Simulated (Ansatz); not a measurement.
PbSe: relaxed-ion elastic tensor

The calculation used DFT PBEsol, scalar-relativistic, plane waves, PAW (Ansatz 0.2.0). Settings: 420 eV plane-wave cutoff, Γ-centred 10×10×10 mesh, Gaussian smearing of 0.01 eV. No spin polarisation.

Relaxed structure:
```
CELL_PARAMETERS angstrom
0.00000 3.05155 3.05155
3.05155 0.00000 3.05155
3.05155 3.05155 0.00000
ATOMIC_POSITIONS crystal
Pb 0.00000 0.00000 0.00000
Se 0.50000 0.50000 0.50000
```

Spin–orbit coupling is left out, which can shift energies with elements as heavy as these.

(1) Give the relaxed-ion elastic constants (GPa, Voigt order xx yy zz yz xz xy, on the axes of the cell above).

(2) Is the crystal stable against homogeneous strain?

(3) And the moduli of a polycrystal (Hill averages)?

Answers

(1)
C11 = 137.9, C12 = 11.6, C13 = 11.6, C22 = 137.9, C23 = 11.6, C33 = 137.9, C44 = 17.6, C55 = 17.6, C66 = 17.6 GPa; the others vanish.

(2) Yes: the least eigenvalue of the tensor is 17.6 GPa.

(3) B = 54 GPa, G = 30 GPa, E = 76 GPa, ν = 0.26.

Cost: 1 run of about 0.82 core-minutes, on Intel Xeon Platinum 8488C (Sapphire Rapids) (shared hosts).